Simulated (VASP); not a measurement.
A run of VASP 6.6.1:

File INCAR:

```
SYSTEM = SrTiO3
PREC = Accurate
ENCUT = 450
EDIFF = 1E-6
ISMEAR = 0
SIGMA = 0.02
LREAL = .FALSE.
LASPH = .TRUE.
NELM = 120
ALGO = Normal
ISIF = 2
LWAVE = .FALSE.
LCHARG = .FALSE.
LMAXMIX = 4
METAGGA = R2SCAN
LMIXTAU = .TRUE.
NBANDS = 28
KPAR = 4
```

KPOINTS

```
Automatic mesh
0
G
  10 10 10
  0 0 0
```

The input POSCAR:

```
SrTiO3                                  
1.0
    3.9398812846      0.0000000000      0.0000000000
    0.0000000000      3.9398812846      0.0000000000
    0.0000000000      0.0000000000      3.9398812846
  Sr              Ti              O             
     1     1     3
Direct
     0.0000000000000000    0.0000000000000000    0.0000000000000000
     0.5000000000000000    0.5000000000000000    0.5000000000000000
     0.5000000000000000    0.0000000000000000    0.5000000000000000
     0.5000000000000000    0.5000000000000000    0.0000000000000000
     0.0000000000000000    0.5000000000000000    0.5000000000000000
```

KPOINTS_OPT

```
path GXMGRX,MR
10
line-mode
reciprocal
 0.0000000000  0.0000000000  0.0000000000  G
 0.0000000000  0.5000000000  0.0000000000  X

 0.0000000000  0.5000000000  0.0000000000  X
 0.5000000000  0.5000000000  0.0000000000  M

 0.5000000000  0.5000000000  0.0000000000  M
 0.0000000000  0.0000000000  0.0000000000  G

 0.0000000000  0.0000000000  0.0000000000  G
 0.5000000000  0.5000000000  0.5000000000  R

 0.5000000000  0.5000000000  0.5000000000  R
 0.0000000000  0.5000000000  0.0000000000  X

 0.5000000000  0.5000000000  0.0000000000  M
 0.5000000000  0.5000000000  0.5000000000  R
```

Potentials or basis: VASP PAW PBE potentials, release 64 (Sr_sv, Ti_sv, O).

The run is started by

```console
$ cat potpaw_PBE.64/Sr_sv/POTCAR potpaw_PBE.64/Ti_sv/POTCAR potpaw_PBE.64/O/POTCAR > POTCAR
$ mpirun -np 4 vasp_std > vasp.out
```

Hardware: 4 MPI ranks on AMD EPYC 9R45 96-Core Processor (Zen 5) (shared host).

Problem. Estimate the wall time of this run.

Solution. Wall time 85 s on 4 MPI ranks on AMD EPYC 9R45 96-Core Processor (Zen 5), on a shared host, peak memory 0.23 GiB a rank. Counts: scf iterations 38, k points 56.
